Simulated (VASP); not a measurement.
# SiC (F-43m) in VASP: relaxation of cell and atoms with r2SCAN

Aim: the relaxation of cell and atoms of SiC with r2SCAN.

Everything below comes from runs of VASP 6.6.1. Logs are shortened: lines on timing, memory, paths and dates and some standing lists are left out, and cuts for length are marked.

## 1. The structure

Symmetry: F-43m, No. 216, cubic system. The conventional cell has a = 4.358 Å, b = 4.358 Å, c = 4.358 Å, α = 90.00°, β = 90.00°, γ = 90.00°. Si (site symmetry -43m) has 4 C at 1.89 Å as nearest neighbours. C (site symmetry -43m) is surrounded by 4 Si at 1.89 Å.

## 2. Relaxation of cell and atoms, r2SCAN

INCAR reads:

```
ALGO = Normal
EDIFF = 1E-7
EDIFFG = -0.004
ENCUT = 600
IBRION = 2
ISIF = 3
ISMEAR = 0
LASPH = True
LCHARG = False
LMIXTAU = True
LREAL = False
LWAVE = False
METAGGA = R2SCAN
NELM = 80
NSW = 80
PREC = Accurate
SIGMA = 0.02
```

KPOINTS reads:

```
k-points
0
Gamma
  10 10 10
```

POSCAR reads:

```
SiC
1.0
    0.0000000000      2.1790000000      2.1790000000
    2.1790000000      0.0000000000      2.1790000000
    2.1790000000      2.1790000000      0.0000000000
Si C
1 1
Direct
    0.0000000000      0.0000000000      0.0000000000
    0.2500000000      0.2500000000      0.2500000000
```

Potentials or basis: VASP PAW PBE potentials, release 64 (Si, C).

Command:

```sh
> cat potpaw_PBE.64/Si/POTCAR potpaw_PBE.64/C/POTCAR > POTCAR
> mpirun -np 1 vasp_std > vasp.out
```

OUTCAR:

```text
EDIFF = 1E-7
   EDIFFG = -0.004
   ENCUT = 600
   IBRION = 2
   ISIF = 3
   ISMEAR = 0
   LASPH = True
   LREAL = False
   METAGGA = R2SCAN
   NELM = 80
   NSW = 80
   PREC = Accurate

 ion  position               nearest neighbor table
   1  0.000  0.000  0.000-   2 1.89   2 1.89   2 1.89   2 1.89
   2  0.250  0.250  0.250-   1 1.89   1 1.89   1 1.89   1 1.89

  LATTYP: Found a face centered cubic cell.
 ALAT       =     4.3580000000

  Lattice vectors:

 A1 = (   0.0000000000,   2.1790000000,   2.1790000000)
 A2 = (   2.1790000000,   0.0000000000,   2.1790000000)
 A3 = (   2.1790000000,   2.1790000000,   0.0000000000)

Analysis of symmetry for initial positions (statically):
=====================================================================
 Subroutine PRICEL returns:
 Original cell was already a primitive cell.

 Routine SETGRP: Setting up the symmetry group for a
 face centered cubic supercell.

 Subroutine GETGRP returns: Found 24 space group operations
 (whereof 24 operations were pure point group operations)
 out of a pool of 48 trial point group operations.

The static configuration has the point symmetry T_d .

Analysis of symmetry for dynamics (positions and initial velocities):
=====================================================================
 Subroutine PRICEL returns:
 Original cell was already a primitive cell.

 Routine SETGRP: Setting up the symmetry group for a
 face centered cubic supercell.

 Subroutine GETGRP returns: Found 24 space group operations
 (whereof 24 operations were pure point group operations)
 out of a pool of 48 trial point group operations.

The dynamic configuration has the point symmetry T_d .

 Subroutine INISYM returns: Found 24 space group operations
 (whereof 24 operations are pure point group operations),
 and found     1 'primitive' translations

----------------------------------------------------------------------------------------

                                     Primitive cell

  volume of cell :      20.6920

  direct lattice vectors                    reciprocal lattice vectors
     0.000000000  2.179000000  2.179000000    -0.229463056  0.229463056  0.229463056
     2.179000000  0.000000000  2.179000000     0.229463056 -0.229463056  0.229463056
     2.179000000  2.179000000  0.000000000     0.229463056  0.229463056 -0.229463056

  length of vectors
     3.081571352  3.081571352  3.081571352     0.397441672  0.397441672  0.397441672

  position of ions in fractional coordinates (direct lattice)
     0.000000000  0.000000000  0.000000000
     0.250000000  0.250000000  0.250000000

  ion indices of the primitive-cell ions
   primitive index   ion index
                 1           1
                 2           2

----------------------------------------------------------------------------------------

 KPOINTS: k-points

Automatic generation of k-mesh.
 Grid dimensions read from file:
 generate k-points for:   10   10   10

 Generating k-lattice:

  Cartesian coordinates                     Fractional coordinates (reciprocal lattice)
    -0.022946306  0.022946306  0.022946306     0.100000000  0.000000000  0.000000000
     0.022946306 -0.022946306  0.022946306     0.000000000  0.100000000  0.000000000
     0.022946306  0.022946306 -0.022946306     0.000000000  0.000000000  0.100000000

  Length of vectors
     0.039744167  0.039744167  0.039744167

  Shift w.r.t. Gamma in fractional coordinates (k-lattice)
     0.000000000  0.000000000  0.000000000

 Subroutine IBZKPT returns following result:
 ===========================================

 Found     47 irreducible k-points:

 Following reciprocal coordinates:
            Coordinates               Weight
  0.000000  0.000000  0.000000      1.000000
  0.100000  0.000000  0.000000      8.000000
  0.200000  0.000000  0.000000      8.000000
  0.300000  0.000000  0.000000      8.000000
  0.400000  0.000000  0.000000      8.000000
  0.500000  0.000000  0.000000      4.000000
[... 16 lines left out ...]
  0.300000  0.300000  0.000000      6.000000
  0.400000  0.300000  0.000000     24.000000
 [... further k-points ...]
   k-points           NKPTS =     47   k-points in BZ     NKDIM =     47   number of bands    NBANDS=      8
   number of dos      NEDOS =    301   number of ions     NIONS =      2
   total plane-waves  NPLWV =  21952
   dimension x,y,z NGX =    28 NGY =   28 NGZ =   28
   dimension x,y,z NGXF=    56 NGYF=   56 NGZF=   56
   ions per type =               1   1
   NGX,Y,Z   is equivalent  to a cutoff of  15.11, 15.11, 15.11 a.u.
   NGXF,Y,Z  is equivalent  to a cutoff of  30.21, 30.21, 30.21 a.u.
 SYSTEM =  unknown system
   PREC   = accura    normal or accurate (medium, high low for compatibility)
   ISTART =      0    job   : 0-new  1-cont  2-samecut
   ICHARG =      2    charge: 1-file 2-atom 10-const
   ISPIN  =      1    spin polarized calculation?
   LNONCOLLINEAR =      F non collinear calculations
   LSORBIT =      F    spin-orbit coupling
   LASPH  =      T    aspherical Exc in radial PAW
   ENCUT  =  600.0 eV  44.10 Ry    6.64 a.u.   6.15  6.15  6.15*2*pi/ulx,y,z
   NELM   =     80;   NELMIN=  2; NELMDL= -5     # of ELM steps
   EDIFF  = 0.1E-06   stopping-criterion for ELM
   LREAL  =      F    real-space projection
   EDIFFG = -.4E-02   stopping-criterion for IOM
   NSW    =     80    number of steps for IOM
   IBRION =      2    ionic relax: 0-MD 1-quasi-New 2-CG
   NFREE  =      1    steps in history (QN), initial steepest desc. (CG)
   ISIF   =      3    stress and relaxation
   ISYM   =      2    0-nonsym 1-usesym 2-fastsym
   POTIM  = 0.5000    time-step for ionic-motion
   TEBEG  =    0.0;   TEEND  =   0.0 temperature during run
   PSTRESS=    0.0 pullay stress
   NELECT =       8.0000    total number of electrons
   NUPDOWN=      -1.0000    fix difference up-down
   EMIN   =  10.00;   EMAX   =-10.00  energy-range for DOS
   EFERMI =   0.00;   METHOD = LEGACY
   ISMEAR =     0;   SIGMA  =   0.02  broadening in eV -4-tet -1-fermi 0-gaus
   EFERMI_NEDOS =   21; number of points for ismear=-14 and -15
   IALGO  =     38    algorithm
   IMIX   =      4    mixing-type and parameters
     AMIX     =   0.40;   BMIX     =  1.00
     AMIX_MAG =   1.60;   BMIX_MAG =  1.00
  volume/ion in A,a.u.               =      10.35        69.82
  Fermi-wavevector in a.u.,A,eV,Ry     =   1.192626  2.253736 19.352338  1.422357
  Thomas-Fermi vector in A             =   2.328660
   LORBIT       =      0    0 simple, 1 ext, 2 COOP (PROOUT), +10 PAW based schemes
   METAGGA = R2SCAN    functional components
   LHFCALC =     F    Hartree Fock is set to
   AEXX    =    0.0000 exact exchange contribution
   IVDW    =     0    specifies the selected vdW correction
   LEPSILON=     F    determine dielectric tensor
   LRPA    =     F    only Hartree local field effects (RPA)
 conjugate gradient relaxation of ions
 non-spin polarized calculation
 Gauss-broadening in eV      SIGMA  =   0.02
  energy-cutoff  :      600.00
  volume of cell :       20.69
 maximum number of plane-waves:       701
 NGX is ok and might be reduce to    28
   NGX = 13   NGY = 13   NGZ = 13

--------------------------------------- Ionic step        1  -------------------------------------------

 number of electron       8.0000000 magnetization

 Free energy of the ion-electron system (eV)
  ---------------------------------------------------
  ext. energy  EPLUGINS =         0.00000000
  ---------------------------------------------------
  free energy    TOTEN  =       -19.32891977 eV

  energy without entropy =      -19.32891977  energy(sigma->0) =      -19.32891977

------------------------ aborting loop because EDIFF is reached ----------------------------------------

  FORCE on cell =-STRESS in cart. coord.  units (eV):
  Direction    XX          YY          ZZ          XY          YZ          ZX
  --------------------------------------------------------------------------------------
  -------------------------------------------------------------------------------------
  Total       -0.0790989     -0.0790989     -0.0790989      0.0000000      0.0000000      0.0000000
  in kB       -6.1246225     -6.1246225     -6.1246225      0.0000000      0.0000000      0.0000000
  external PRESSURE =      -6.1246225 kB  Pullay stress =       0.0000000 kB
[... 57 lines left out ...]
  energy  without entropy=      -19.3288942643  energy(sigma->0) =      -19.32889426

--------------------------------------- Ionic step        3  -------------------------------------------

 number of electron       8.0000000 magnetization

 Free energy of the ion-electron system (eV)
  ---------------------------------------------------
  ext. energy  EPLUGINS =         0.00000000
  ---------------------------------------------------
  free energy    TOTEN  =       -19.32902720 eV

  energy without entropy =      -19.32902720  energy(sigma->0) =      -19.32902720

 E-fermi :   8.1899     XC(G=0): -11.9464

 val. band max:        8.0115399814   @ k =   0.0000   0.0000   0.0000
 cond. band min:       9.7356322476   @ k =   0.5000   0.5000   0.0000
 fundamental gap:      1.7240922662
 Fermi energy:         8.1898778417

 k-point     1 :       0.0000    0.0000    0.0000
  band No.  band energies     occupation
      1      -8.1891      2.00000
      2       8.0115      2.00000
      3       8.0115      2.00000
      4       8.0115      2.00000
      5      14.8797      0.00000
      6      15.8819      0.00000
      7      15.8819      0.00000
      8      15.8819      0.00000
[... 243 lines left out ...]
 k-point    24 :       0.4000    0.3000    0.0000
  band No.  band energies     occupation
      1      -4.9478      2.00000
      2       2.1729      2.00000
      3       4.7350      2.00000
      4       5.2617      2.00000
      5      11.3122      0.00000
      6      14.1858      0.00000
      7      20.5412      0.00000
      8      20.8421      0.00000

 [... further k-points ...]

------------------------ aborting loop because EDIFF is reached ----------------------------------------

  FORCE on cell =-STRESS in cart. coord.  units (eV):
  Direction    XX          YY          ZZ          XY          YZ          ZX
  --------------------------------------------------------------------------------------
  -------------------------------------------------------------------------------------
  Total        0.0000993      0.0000993      0.0000993      0.0000000      0.0000000      0.0000000
  in kB        0.0077072      0.0077072      0.0077072      0.0000000      0.0000000      0.0000000
  external PRESSURE =       0.0077072 kB  Pullay stress =       0.0000000 kB
[... 17 lines left out ...]
  FREE ENERGIE OF THE ION-ELECTRON SYSTEM (eV)
  ---------------------------------------------------
  free  energy   TOTEN  =       -19.3290271965 eV

  energy  without entropy=      -19.3290271965  energy(sigma->0) =      -19.32902720

 reached required accuracy - stopping structural energy minimisation
```

It took 88 s on 1 thread of Intel Xeon Platinum 8488C (Sapphire Rapids), shared host; peak memory 0.16 GiB.

What came out:

- Free energy: -19.3290 eV
- Relaxed volume: 10.32 Å³/atom
- Relaxed cell: a = 3.079 Å, b = 3.079 Å, c = 3.079 Å, α = 60.00°, β = 60.00°, γ = 60.00°
- Space group after relaxing (to 0.05 Å): F-43m (No. 216)
- Energy gained by relaxing: 0.1 meV/atom
- Ionic steps: 3
- Pressure after relaxing: 0.0 GPa
- Band gap on the k mesh: 1.72 eV, indirect (least direct gap 5.06 eV)

The path:
| step | energy change (eV) | largest force (eV/Å) | pressure (GPa) | volume (Å³) |
| --- | --- | --- | --- | --- |
| 1 | 0.0000 | 0.0000 | -0.61 | 20.69 |
| 2 | 0.0000 | 0.0000 | 0.69 | 20.57 |
| 3 | -0.0001 | 0.0000 | 0.00 | 20.64 |

Final structure:
```
Si C
1.0
     0.00000    2.17703    2.17703
     2.17703    0.00000    2.17703
     2.17703    2.17703    0.00000
Si C
1 1
Direct
  0.00000 0.00000 0.00000
  0.25000 0.25000 0.25000
```

Levels at points of the mesh, in eV from the valence-band top:
```tsv
k point	band 1	band 2	band 3	band 4	band 5	band 6	band 7	band 8
(0.00, 0.00, 0.00)	-16.20	0.00	0.00	0.00	6.87	7.87	7.87	7.87
(0.50, 0.00, 0.00)	-12.57	-8.83	-1.11	-1.11	6.02	7.76	7.76	10.97
(0.50, 0.50, 0.00)	-11.10	-8.06	-3.34	-3.34	1.72	4.83	15.16	15.16
```

Caveat: the PAW data sets were made with another functional, which shifts forces and pressure a little.
